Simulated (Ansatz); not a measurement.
Worked example: C4H8 + AuOH → C4H8O + AuH

Species: C4H8 (1-butene) `C=CCC`, singlet; AuOH `[OH][Au]`, singlet; C4H8O (3-buten-1-ol) `C=CCCO`, singlet; AuH, singlet. The partners trade H for OH: C–H and Au–OH bonds give way to C–OH and Au–H.

Shapes, held fixed at every level: PBE0-D4/def2-TZVP. Flexible molecules stand in one conformer, not always the lowest. Programs: Ansatz 0.2.0. Electronic energies: no zero-point or thermal term.

At CCSD(T)/def2-TZVPP; 1 Eh = 2625.50 kJ/mol:

```
species  energy (Eh)
   C4H8  -156.924127
   AuOH  -211.078616
  C4H8O  -232.049128
    AuH  -135.969692
```

Task: Work out ΔE of the reaction at this level.

Result: 
1. Products less reactants: (-232.049128) + (-135.969692) − [(-156.924127) + (-211.078616)] = -0.016077 Eh = -42.2 kJ/mol.

Other levels give -45.4 (MP2/def2-TZVPP) to -27.9 kJ/mol (HF/def2-TZVPP). No measured value is set beside it here. T1 is large for AuOH, AuH, so single-reference values are less sure there. For atoms past krypton def2 sets carry core potentials with scalar relativity. Correlated rows may include outer-core shells of Au, which these sets cover unevenly.
